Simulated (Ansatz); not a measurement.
The cell is built from the bcc type as a first guess.

F: DFT, PBE, PAW with Ansatz's default frozen-core files, scalar-relativistic (Ansatz 0.2.0).

The relaxation starts from this cell:

```
CELL_PARAMETERS angstrom
-1.40625 1.40625 1.40625
1.40625 -1.40625 1.40625
1.40625 1.40625 -1.40625
ATOMIC_POSITIONS crystal
F 0.00000 0.00000 0.00000
```

Output:

```
Engine: ansatz 0.2.0
Pseudopotentials: kind: paw
Pseudopotential: F, paw, valence charge 7, recommended cutoff 420 eV (normal)
Functional definition: PBE
  parameter kappa = 0.804
  parameter beta = 0.06672455060314922
  exchange = pbe_x(kappa = kappa, mu = beta*pi^2/3)
  correlation = pbe_c(beta = beta)
Crystal: 1 atoms, lattice volume = 11.124 Å³
Basis set: ecut = 420 eV, 225 PW (Γ), exchange–correlation on 36×36×36 points (8 copies of the dense FFT grid, shifted against one another)
Bands: 8, of which v1, the nominal top of the filled ones, is band 4 counted from 1 (3 counted from 0)
Symmetry: 48 space group operations
Space group: Im-3m (ITA 229), of the structure as read, at distance tolerance 2.2e-5 Å
k-points: 195 of 5832
Non-local potential: F, projectors of the file, l = 0: 2, l = 1: 2, l = 2: 1
PAW form: soft (Blöchl's): semilocal exchange-correlation on the pseudo side does not see the compensation charge
PAW one-centre angular grid: F, 110 points (default); XC on 64 Gauss nodes
Initial density: superposition of atomic densities (neutral atoms: chi_scale 0, normalization atom), corrected by the library's trained network
Initial wavefunctions: pseudopotential atomic-orbital guess
Functional: x = pbe(κ = 0.804, μ = 0.2195149727645171), c = pbe(β = 0.06672455060314922)
SCF iter   1: F=—  HF=-804.555082 eV  |F-HF|=—  |Δ(HF+E_count)|=         —  Δρ=5.09e-3  dr2=2.27e-3  ethr=1.77e-3  ⟨swp⟩=5.2  Hψ=10651  notcnv=0
preconditioner: auto → none  [metal: Δε(μ)=0.001 eV  Ē_g=29.710 eV  σ=0.050 eV  W_gap=0.00  n_scr=0 (ndim 8)  ℏωp=29.5 eV  f_vac=0.000  D(μ)=3.48/eV (n_scr^D=78)]
SCF iter   2: F=—  HF=-804.554446 eV  |F-HF|=—  |Δ(HF+E_count)|=   6.36e-4  Δρ=1.57e-3  dr2=1.13e-4  ethr=3.24e-5  ⟨swp⟩=2.6  Hψ=3818  notcnv=0
SCF iter   3: F=—  HF=-804.554537 eV  |F-HF|=—  |Δ(HF+E_count)|=   9.14e-5  Δρ=6.78e-4  dr2=1.91e-5  ethr=1.61e-6  ⟨swp⟩=1.0  Hψ=1561  notcnv=0
SCF iter   4: F=—  HF=-804.554561 eV  |F-HF|=—  |Δ(HF+E_count)|=   2.34e-5  Δρ=1.92e-5  dr2=1.00e-8  ethr=2.73e-7  ⟨swp⟩=2.8  Hψ=2398  notcnv=0
iter 5 did not close the SCF: its close was put off for the readings that it lacked (scf_convergence_deferred on its scf_iter line)
SCF iter   5: F=-804.554561 eV  HF=-804.554561 eV  |F-HF|=3.78e-10  |Δ(HF+E_count)|=   4.09e-8  Δρ=2.81e-6  dr2=3.04e-10  ethr=1.43e-10  ⟨swp⟩=2.0  Hψ=2284  notcnv=0
SCF iter   6: F=-804.554561 eV  HF=-804.554561 eV  |F-HF|=1.59e-12  |Δ(HF+E_count)|=  5.25e-10  Δρ=2.32e-7  dr2=2.52e-12  ethr=4.34e-12  ⟨swp⟩=1.0  Hψ=4726  notcnv=0
SCF 1 converged in 6 iterations: F = -804.554561 eV  dr2 = 2.52e-12
  greatest PAW one-centre occupation: 0.943 electrons in one spin orbital (limit 2), on the F atom at site 0 (counted from 0), in its partial waves of l = 0
relax step   1: F+E_penalty+E_count = -804.55456057 eV  Δ(F+E_penalty+E_count) = +0.000e0 eV  max|allowed force component| = 0.000e0 eV/Å  Δτ_max = 0.0000 Å  P = -4.029 GPa  Ω = 11.124 Å³  (6 SCF iters, dr2 threshold 1.00e-7 eV, accepted)
Crystal: 1 atoms, lattice volume = 10.526 Å³
Basis set: ecut = 420 eV, 201 PW (Γ), exchange–correlation on 36×36×36 points (8 copies of the dense FFT grid, shifted against one another)
Initial density: handed on by an earlier stage of this run
Initial wavefunctions: those handed on with the density
iter 1 solved again at ethr=2.43e-6 eV; its pass at ethr=3.10e-3 eV (dr2=1.70e-4 eV) is discarded
SCF iter   1: F=—  HF=-804.569408 eV  |F-HF|=—  |Δ(HF+E_count)|=         —  Δρ=1.85e-3  dr2=1.77e-4  ethr=2.43e-6  ⟨swp⟩=1.2  Hψ=14091  notcnv=0
preconditioner: auto → none  [metal: Δε(μ)=0.002 eV  Ē_g=30.344 eV  σ=0.050 eV  W_gap=0.01  n_scr=0 (ndim 8)  ℏωp=30.3 eV  f_vac=0.000  D(μ)=3.25/eV (n_scr^D=78)]
SCF iter   2: F=—  HF=-804.569354 eV  |F-HF|=—  |Δ(HF+E_count)|=   5.39e-5  Δρ=3.00e-4  dr2=2.38e-6  ethr=2.43e-6  ⟨swp⟩=2.6  Hψ=2204  notcnv=0
SCF iter   3: F=—  HF=-804.569357 eV  |F-HF|=—  |Δ(HF+E_count)|=   2.42e-6  Δρ=1.47e-4  dr2=5.82e-7  ethr=1.43e-9  ⟨swp⟩=3.9  Hψ=4252  notcnv=0
SCF iter   4: F=-804.569358 eV  HF=-804.569358 eV  |F-HF|=3.34e-8  |Δ(HF+E_count)|=   1.71e-6  Δρ=2.04e-5  dr2=1.21e-8  ethr=1.43e-9  ⟨swp⟩=1.9  Hψ=5126  notcnv=0
SCF 2 converged in 4 iterations: F = -804.569358 eV  dr2 = 1.21e-8
relax step   2: F+E_penalty+E_count = -804.56935840 eV  Δ(F+E_penalty+E_count) = -1.480e-2 eV  max|allowed force component| = 0.000e0 eV/Å  Δτ_max = 0.0000 Å  P = -1.457 GPa  Ω = 10.526 Å³  energy of the carried Pulay correction = +4.402e-3 eV  (4 SCF iters, dr2 threshold 1.00e-7 eV, accepted)
Crystal: 1 atoms, lattice volume = 10.215 Å³
iter 1 solved again at ethr=7.77e-7 eV; its pass at ethr=3.10e-3 eV (dr2=5.44e-5 eV) is discarded
SCF iter   1: F=—  HF=-804.573085 eV  |F-HF|=—  |Δ(HF+E_count)|=         —  Δρ=1.11e-3  dr2=6.89e-5  ethr=7.77e-7  ⟨swp⟩=1.9  Hψ=13998  notcnv=0
preconditioner: auto → none  [metal: Δε(μ)=0.003 eV  Ē_g=30.683 eV  σ=0.050 eV  W_gap=0.01  n_scr=0 (ndim 8)  ℏωp=30.7 eV  f_vac=0.000  D(μ)=3.13/eV (n_scr^D=78)]
SCF iter   2: F=—  HF=-804.573062 eV  |F-HF|=—  |Δ(HF+E_count)|=   2.30e-5  Δρ=1.70e-4  dr2=9.17e-7  ethr=7.77e-7  ⟨swp⟩=2.6  Hψ=2210  notcnv=0
SCF iter   3: F=—  HF=-804.573063 eV  |F-HF|=—  |Δ(HF+E_count)|=   1.33e-6  Δρ=8.01e-5  dr2=2.42e-7  ethr=1.43e-9  ⟨swp⟩=3.1  Hψ=3851  notcnv=0
SCF iter   4: F=-804.573064 eV  HF=-804.573064 eV  |F-HF|=7.54e-8  |Δ(HF+E_count)|=   4.63e-7  Δρ=3.07e-5  dr2=3.56e-8  ethr=1.43e-9  ⟨swp⟩=3.0  Hψ=3785  notcnv=0
SCF 3 converged in 4 iterations: F = -804.573064 eV  dr2 = 3.56e-8
  greatest PAW one-centre occupation: 0.944 electrons in one spin orbital (limit 2), on the F atom at site 0 (counted from 0), in its partial waves of l = 0
relax step   3: F+E_penalty+E_count = -804.57306396 eV  Δ(F+E_penalty+E_count) = -3.706e-3 eV  max|allowed force component| = 0.000e0 eV/Å  Δτ_max = 0.0000 Å  P = +0.136 GPa  Ω = 10.215 Å³  energy of the carried Pulay correction = +6.789e-3 eV  (4 SCF iters, dr2 threshold 1.00e-7 eV, accepted)
Crystal: 1 atoms, lattice volume = 10.241 Å³
iter 1 solved again at ethr=7.42e-9 eV; its pass at ethr=3.10e-3 eV (dr2=5.20e-7 eV) is discarded
SCF iter   1: F=—  HF=-804.572876 eV  |F-HF|=—  |Δ(HF+E_count)|=         —  Δρ=1.04e-4  dr2=5.04e-7  ethr=7.42e-9  ⟨swp⟩=2.0  Hψ=13372  notcnv=0
preconditioner: auto → none  [metal: Δε(μ)=0.003 eV  Ē_g=30.646 eV  σ=0.050 eV  W_gap=0.01  n_scr=0 (ndim 8)  ℏωp=30.7 eV  f_vac=0.000  D(μ)=3.13/eV (n_scr^D=78)]
SCF iter   2: F=-804.572874 eV  HF=-804.572874 eV  |F-HF|=7.20e-10  |Δ(HF+E_count)|=   1.79e-6  Δρ=5.74e-6  dr2=1.31e-9  ethr=6.58e-10  ⟨swp⟩=2.1  Hψ=5298  notcnv=0
SCF 4 converged in 2 iterations: F = -804.572874 eV  dr2 = 1.31e-9
relax step   4: F+E_penalty+E_count = -804.57287379 eV  Δ(F+E_penalty+E_count) = +1.902e-4 eV  max|allowed force component| = 0.000e0 eV/Å  Δτ_max = 0.0000 Å  P = -0.006 GPa  Ω = 10.241 Å³  energy of the carried Pulay correction = +6.589e-3 eV  (2 SCF iters, dr2 threshold 4.61e-8 eV, accepted)
Basis set: ecut = 420 eV, 201 PW (Γ), exchange–correlation on 32×32×32 points (8 copies of the dense FFT grid, shifted against one another)
Initial wavefunctions: pseudopotential atomic-orbital guess (no wavefunctions were taken with the density)
iter 1 solved again at ethr=1.88e-7 eV; its pass at ethr=3.10e-3 eV (dr2=1.31e-5 eV) is discarded
SCF iter   1: F=—  HF=-804.568795 eV  |F-HF|=—  |Δ(HF+E_count)|=         —  Δρ=8.94e-4  dr2=1.16e-5  ethr=1.88e-7  ⟨swp⟩=2.1  Hψ=14453  notcnv=0
preconditioner: auto → none  [metal: Δε(μ)=0.000 eV  Ē_g=30.674 eV  σ=0.050 eV  W_gap=0.00  n_scr=0 (ndim 8)  ℏωp=30.7 eV  f_vac=0.000  D(μ)=3.13/eV (n_scr^D=78)]
SCF iter   2: F=—  HF=-804.568813 eV  |F-HF|=—  |Δ(HF+E_count)|=   1.74e-5  Δρ=3.59e-4  dr2=2.12e-6  ethr=1.66e-7  ⟨swp⟩=2.6  Hψ=2214  notcnv=0
SCF iter   3: F=—  HF=-804.568815 eV  |F-HF|=—  |Δ(HF+E_count)|=   2.08e-6  Δρ=1.13e-4  dr2=1.51e-7  ethr=3.03e-8  ⟨swp⟩=1.6  Hψ=1761  notcnv=0
SCF iter   4: F=—  HF=-804.568816 eV  |F-HF|=—  |Δ(HF+E_count)|=   7.17e-7  Δρ=3.93e-6  dr2=2.92e-10  ethr=2.15e-9  ⟨swp⟩=2.3  Hψ=2182  notcnv=0
SCF iter   5: F=-804.568816 eV  HF=-804.568816 eV  |F-HF|=6.82e-12  |Δ(HF+E_count)|=   1.75e-9  Δρ=1.95e-7  dr2=7.76e-13  ethr=1.00e-12  ⟨swp⟩=5.0  Hψ=5173  notcnv=0
SCF 5 converged in 5 iterations: F = -804.568816 eV  dr2 = 7.76e-13
relax step   5: F+E_penalty+E_count = -804.56881567 eV  Δ(F+E_penalty+E_count) = +4.058e-3 eV  max|allowed force component| = 0.000e0 eV/Å  Δτ_max = 0.0000 Å  P = -0.836 GPa  Ω = 10.241 Å³  stress off target by 8.36e-1 GPa  SCF on the basis re-selected at this cell (its energy is not comparable with the rows above)  (5 SCF iters)
basis re-selected at this cell: Δ(F+E_penalty+E_count) = +4.058e-3 eV, ΔP = -0.830 GPa vs the last step (what re-selecting the basis moved, of the pressure what is left beyond the Pulay correction that the steps carried, after the strain that the cell walked since its last selection, with what the two solves' SCF thresholds leave and, on support functions, any second-order correction that the steps lacked; it is no measure of the basis error at this ecutwfc). The dense FFT grid was sized anew with the basis: this SCF ran on 16×16×16 points, the steps before it on 18×18×18, so part of this shift can come from that change (see relax.cell in the input reference). This SCF's stress stands 8.36e-1 GPa from its target on what of the cell is left free (relax.cell.stress_tol is 5.00e-2 GPa) and its largest allowed force component is 0.00e0 eV/Å (relax.f_tol is 5.00e-3 eV/Å): not within both, so this SCF does not close the relaxation
Crystal: 1 atoms, lattice volume = 10.097 Å³
iter 1 solved again at ethr=2.68e-7 eV; its pass at ethr=3.10e-3 eV (dr2=1.88e-5 eV) is discarded
SCF iter   1: F=—  HF=-804.570353 eV  |F-HF|=—  |Δ(HF+E_count)|=         —  Δρ=6.19e-4  dr2=1.93e-5  ethr=2.68e-7  ⟨swp⟩=2.0  Hψ=13840  notcnv=0
preconditioner: auto → none  [metal: Δε(μ)=0.003 eV  Ē_g=30.858 eV  σ=0.050 eV  W_gap=0.02  n_scr=0 (ndim 8)  ℏωp=30.9 eV  f_vac=0.000  D(μ)=3.08/eV (n_scr^D=78)]
SCF iter   2: F=—  HF=-804.570359 eV  |F-HF|=—  |Δ(HF+E_count)|=   6.55e-6  Δρ=9.12e-5  dr2=2.16e-7  ethr=2.68e-7  ⟨swp⟩=2.6  Hψ=2206  notcnv=0
SCF iter   3: F=-804.570360 eV  HF=-804.570360 eV  |F-HF|=1.29e-7  |Δ(HF+E_count)|=   3.30e-7  Δρ=4.45e-5  dr2=5.47e-8  ethr=1.43e-9  ⟨swp⟩=3.0  Hψ=3793  notcnv=0
SCF 6 converged in 3 iterations: F = -804.570360 eV  dr2 = 5.47e-8
relax step   6: F+E_penalty+E_count = -804.57035986 eV  Δ(F+E_penalty+E_count) = -1.544e-3 eV  max|allowed force component| = 0.000e0 eV/Å  Δτ_max = 0.0000 Å  P = +0.015 GPa  Ω = 10.097 Å³  energy of the carried Pulay correction = +1.173e-3 eV  (3 SCF iters, dr2 threshold 1.00e-7 eV, accepted)
iter 1 solved again at ethr=2.12e-7 eV; its pass at ethr=3.10e-3 eV (dr2=1.49e-5 eV) is discarded
SCF iter   1: F=—  HF=-804.569195 eV  |F-HF|=—  |Δ(HF+E_count)|=         —  Δρ=2.07e-4  dr2=7.28e-7  ethr=2.12e-7  ⟨swp⟩=2.1  Hψ=14394  notcnv=0
preconditioner: auto → none  [metal: Δε(μ)=0.002 eV  Ē_g=30.813 eV  σ=0.050 eV  W_gap=0.01  n_scr=0 (ndim 8)  ℏωp=30.9 eV  f_vac=0.000  D(μ)=3.08/eV (n_scr^D=78)]
SCF iter   2: F=—  HF=-804.569208 eV  |F-HF|=—  |Δ(HF+E_count)|=   1.29e-5  Δρ=7.58e-5  dr2=1.28e-7  ethr=1.04e-8  ⟨swp⟩=2.7  Hψ=2239  notcnv=0
SCF iter   3: F=—  HF=-804.569208 eV  |F-HF|=—  |Δ(HF+E_count)|=   7.85e-8  Δρ=2.48e-5  dr2=9.61e-9  ethr=1.83e-9  ⟨swp⟩=1.4  Hψ=1686  notcnv=0
SCF iter   4: F=—  HF=-804.569208 eV  |F-HF|=—  |Δ(HF+E_count)|=   9.87e-9  Δρ=7.24e-7  dr2=1.34e-11  ethr=1.37e-10  ⟨swp⟩=2.8  Hψ=2394  notcnv=0
SCF iter   5: F=-804.569208 eV  HF=-804.569208 eV  |F-HF|=1.14e-12  |Δ(HF+E_count)|=  1.24e-10  Δρ=6.38e-8  dr2=1.31e-13  ethr=1.00e-12  ⟨swp⟩=4.1  Hψ=4576  notcnv=0
SCF 7 converged in 5 iterations: F = -804.569208 eV  dr2 = 1.31e-13
relax step   7: F+E_penalty+E_count = -804.56920761 eV  Δ(F+E_penalty+E_count) = +1.152e-3 eV  max|allowed force component| = 0.000e0 eV/Å  Δτ_max = 0.0000 Å  P = -0.124 GPa  Ω = 10.097 Å³  stress off target by 1.24e-1 GPa  SCF on the basis re-selected at this cell (its energy is not comparable with the rows above)  (5 SCF iters)
basis re-selected at this cell: Δ(F+E_penalty+E_count) = +1.152e-3 eV, ΔP = -0.139 GPa vs the last step (what re-selecting the basis moved, of the pressure what is left beyond the Pulay correction that the steps carried, after the strain that the cell walked since its last selection, with what the two solves' SCF thresholds leave and, on support functions, any second-order correction that the steps lacked; it is no measure of the basis error at this ecutwfc). This SCF's stress stands 1.24e-1 GPa from its target on what of the cell is left free (relax.cell.stress_tol is 5.00e-2 GPa) and its largest allowed force component is 0.00e0 eV/Å (relax.f_tol is 5.00e-3 eV/Å): not within both, so this SCF does not close the relaxation
Crystal: 1 atoms, lattice volume = 10.080 Å³
iter 1 solved again at ethr=4.72e-9 eV; its pass at ethr=3.10e-3 eV (dr2=3.30e-7 eV) is discarded
SCF iter   1: F=—  HF=-804.569353 eV  |F-HF|=—  |Δ(HF+E_count)|=         —  Δρ=7.97e-5  dr2=3.19e-7  ethr=4.72e-9  ⟨swp⟩=2.0  Hψ=13316  notcnv=0
preconditioner: auto → none  [metal: Δε(μ)=0.002 eV  Ē_g=30.834 eV  σ=0.050 eV  W_gap=0.01  n_scr=0 (ndim 8)  ℏωp=30.9 eV  f_vac=0.000  D(μ)=3.07/eV (n_scr^D=78)]
SCF iter   2: F=-804.569366 eV  HF=-804.569366 eV  |F-HF|=6.87e-9  |Δ(HF+E_count)|=   1.29e-5  Δρ=1.17e-5  dr2=3.52e-9  ethr=5.52e-10  ⟨swp⟩=2.1  Hψ=5261  notcnv=0
SCF 8 converged in 2 iterations: F = -804.569366 eV  dr2 = 3.52e-9
relax step   8: F+E_penalty+E_count = -804.56936595 eV  Δ(F+E_penalty+E_count) = -1.583e-4 eV  max|allowed force component| = 0.000e0 eV/Å  Δτ_max = 0.0000 Å  P = -0.022 GPa  Ω = 10.080 Å³  energy of the carried Pulay correction = +1.503e-4 eV  (2 SCF iters, dr2 threshold 3.86e-8 eV, accepted)
iter 1 solved again at ethr=2.53e-7 eV; its pass at ethr=3.10e-3 eV (dr2=1.77e-5 eV) is discarded
SCF iter   1: F=—  HF=-804.569240 eV  |F-HF|=—  |Δ(HF+E_count)|=         —  Δρ=2.22e-5  dr2=1.14e-8  ethr=2.53e-7  ⟨swp⟩=2.1  Hψ=14374  notcnv=0
eigensolver tolerance schedule: the retry pair's looser diagonalisation over-reported the residual by 1553.22 of it (diagonalisation noise at 0.15 of the residual, at the tolerance the schedule requests for it); recorded, not acted on — ethr = c·dr2/N_el stays at c = 1.0e-1
preconditioner: auto → none  [metal: Δε(μ)=0.000 eV  Ē_g=30.847 eV  σ=0.050 eV  W_gap=0.00  n_scr=0 (ndim 8)  ℏωp=30.9 eV  f_vac=0.000  D(μ)=3.07/eV (n_scr^D=78)]
SCF iter   2: F=—  HF=-804.569253 eV  |F-HF|=—  |Δ(HF+E_count)|=   1.29e-5  Δρ=7.06e-6  dr2=1.70e-9  ethr=1.63e-10  ⟨swp⟩=2.0  Hψ=2238  notcnv=0
SCF iter   3: F=—  HF=-804.569253 eV  |F-HF|=—  |Δ(HF+E_count)|=  9.81e-10  Δρ=2.51e-6  dr2=1.71e-10  ethr=2.43e-11  ⟨swp⟩=1.2  Hψ=1626  notcnv=0
SCF iter   4: F=-804.569253 eV  HF=-804.569253 eV  |F-HF|=1.59e-12  |Δ(HF+E_count)|=  1.64e-10  Δρ=9.95e-8  dr2=3.22e-13  ethr=1.00e-12  ⟨swp⟩=2.9  Hψ=5556  notcnv=0
SCF 9 converged in 4 iterations: F = -804.569253 eV  dr2 = 3.22e-13
relax step   9: F+E_penalty+E_count = -804.56925318 eV  Δ(F+E_penalty+E_count) = +1.128e-4 eV  max|allowed force component| = 0.000e0 eV/Å  Δτ_max = 0.0000 Å  P = -0.030 GPa  Ω = 10.080 Å³  stress off target by 3.05e-2 GPa  SCF on the basis re-selected at this cell (its energy is not comparable with the rows above)  (4 SCF iters)
basis re-selected at this cell: Δ(F+E_penalty+E_count) = +1.128e-4 eV, ΔP = -0.008 GPa vs the last step (what re-selecting the basis moved, of the pressure what is left beyond the Pulay correction that the steps carried, after the strain that the cell walked since its last selection, with what the two solves' SCF thresholds leave and, on support functions, any second-order correction that the steps lacked; it is no measure of the basis error at this ecutwfc). This SCF's stress stands 3.05e-2 GPa from its target on what of the cell is left free (relax.cell.stress_tol is 5.00e-2 GPa) and its largest allowed force component is 0.00e0 eV/Å (relax.f_tol is 5.00e-3 eV/Å): within both
SCF converged after 4 iterations
Free energy (F): -804.569253 eV
Harris-Foulkes:  -804.569253 eV  (|F-HF|=1.59e-12)
Internal energy: -804.544670 eV  (E = F + TS)
E sigma→0 (E₀):  -804.556962 eV
Entropy (-TS):   -0.024583 eV (-24.583 meV/atom)
Fermi energy:    -0.896525 eV
--- Per-component energies (eV) ---
  E_band       = -54.623426
  E_kinetic    = 199.560225
  E_local      = -495.481613  (includes V_loc(G=0)·N_el)
  E_nonlocal   = 73.997692
  E_hartree    = 164.818507
  E_xc         = -77.212466
  E_vxc        = -98.827869  (∫ρ·V_xc dr)
  E_paw        = -198.492655  (= ΣΔE_a)
  E_vpaw       = -63.510821  (= ΣTr[D̂ρ^β])
  E_aug_tail   = 0.001951  (compensation charges beyond the density's cutoff)
  E_ewald      = -471.736312
  E_smearing   = -0.024583  (= −TS)
  E_closure    = 0.000000  (closes the sum)
  Σ components = -804.569253   (vs F -804.569253, Δ=0.00e0)
--- Forces (eV/Å), atoms counted from 1 ---
  atom   1  F      0.00000000     0.00000000     0.00000000
  max |Σ_I F_I| component: 7.70e-33 eV/Å
--- Stress (GPa, compression-positive) ---
       -0.030468       0.000000      -0.000000
        0.000000      -0.030468       0.000000
        0.000000      -0.000000      -0.030468
  P = ⅓ Tr σ = -0.0305 GPa (-0.305 kbar)
--- Relaxed structure (6 steps of the walk, 6 accepted, 3 SCFs on fresh bases) ---
  F+E_penalty+E_count = -804.56925318 eV   max|allowed force component| = 0.000e0 eV/Å   (the final SCF, on the basis selected at the relaxed cell)
  cell:  # Å, volume = 10.0799 Å³
    - [-1.360813147763805, 1.360813147763805, 1.360813147763805]
    - [1.360813147763805, -1.360813147763805, 1.360813147763805]
    - [1.360813147763805, 1.360813147763805, -1.360813147763805]
  atoms:
    - { symbol: F, position: [0.0, 0.0, 0.0] }
```
